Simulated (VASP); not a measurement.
Here is a VASP 6.6.1 calculation.

INCAR

```
SYSTEM = Pd
PREC = Accurate ; ENCUT = 520
EDIFF = 1E-6 ; ISMEAR = 0
SIGMA = 0.1 ; LREAL = .FALSE.
LASPH = .TRUE. ; NELM = 100
ALGO = Normal ; ISIF = 2
LWAVE = .FALSE. ; LCHARG = .TRUE.
GGA = PS ; LELF = .TRUE.
LVHAR = .TRUE. ; NBANDS = 11
```

File KPOINTS:

```
regular mesh
0
G
  18 18 18
  0 0 0
```

File POSCAR:

```
Pd
1.0
    0.0000000000      1.9176130530      1.9176130530
    1.8398170530      0.0777960000      1.8398170530
    1.9176130530      1.9176130530      0.0000000000
Pd
1
Direct
    0.0000000000      0.0000000000      0.0000000000
```

Potentials or basis: VASP PAW PBE potentials, release 64 (Pd).

Launch:

```sh
$ cat potpaw_PBE.64/Pd/POTCAR > POTCAR
$ mpirun -np 1 vasp_std > vasp.out
```

Q: What does it give for the pressure?

A: 25.3 GPa.

Q: Predict the band gap on the k mesh.

A: None (metal or under the smearing width).

Stress tensor (GPa, compression positive):
```
25.26 -4.92  4.92
-4.92 25.26 -4.92
 4.92 -4.92 25.26
```

Caveat: so large a pressure means that the cell lies far from this level's equilibrium, or that cutoff or potentials fall short; the potentials were made for another functional, which shifts forces and pressure.
